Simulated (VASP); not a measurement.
## Sb: equation of state with LDA

Crystal: Sb.

```
Sb
1.0
    -1.55955    1.55955    2.68065
     1.55955   -1.55955    2.68065
     1.55955    1.55955   -2.68065
Sb
1
Cartesian
  3.1191 0.0000 0.0000
```

This isn't the form of Sb at room conditions, which is rhombohedral.

* Program: VASP 6.6.1
* Task: equation of state
* Functional: LDA
* Potentials or basis: VASP PAW LDA potentials, release 64 (Sb)
* Cutoff: 520 eV
* k mesh: 10 × 10 × 10
* Occupations: fermi-dirac, width 0.05 eV
* Spin: no spin polarisation

```yaml
Equilibrium_volume: 26.08 Å³/atom
Bulk_modulus_at_fixed_shape_and_positions: 71 GPa
Pressure_derivative_of_the_bulk_modulus: "5.2 (rough: it moves with the points fitted)"
```

Energy against volume, from the lowest point:
| volume (Å³/atom) | energy (meV/atom) |
| --- | --- |
| 25.036 | 10.03 |
| 25.558 | 2.41 |
| 26.079 | 0.00 |
| 26.601 | 2.21 |
| 27.123 | 8.47 |

All runs of the series together: 68 s on 1 thread of Intel(R) Xeon(R) Platinum 8259CL CPU @ 2.50GHz (Skylake/Cascade Lake) (shared host).

Caveat: the cell was scaled at fixed shape and fractional positions, which overstates the stiffness of a crystal with free parameters, most of all of layers and chains. The run has no spin-orbit coupling, so splittings on Sb are missing.
